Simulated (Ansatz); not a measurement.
Na across functionals

```
Na
1.0
    -2.11750    2.11750    2.11750
     2.11750   -2.11750    2.11750
     2.11750    2.11750   -2.11750
Na
1
Direct
  0.00000 0.00000 0.00000
```

Conventional cell: a = 4.235 Å, b = 4.235 Å, c = 4.235 Å, α = 90.00°, β = 90.00°, γ = 90.00°. Na (atom 1) has 8 Na at 3.67 Å as nearest neighbours.

The cell is a measured one (Crystallography Open Database entry 9011002); the temperature and pressure of the measurement aren't taken into account, and nothing was relaxed.

One fixed cell is solved with several functionals by frozen-core PAW in Ansatz 0.2.0, scalar-relativistically. A positive pressure means that the functional wants a larger cell.

The PAW files were made with PBE; their cores are remade for each functional.

Sampling and basis: a Γ-centred 11×11×11 k mesh, Fermi–Dirac smearing of 0.03 eV, cutoff 420 eV, no spin polarisation.

Cutoffs: PBE 420 eV, LDA 420 eV, PBEsol 420 eV, r²SCAN 500 eV.

```
setting  P (GPa)  lowest level at Γ above −25 eV, from the valence-band top or, without a gap, the Fermi level (eV)
    PBE    -0.21                                                                                             -24.93
    LDA    -0.95                                                                                             -25.00
 PBEsol    -0.34                                                                                             -24.82
 r²SCAN    -0.07                                                                                              -3.45
```
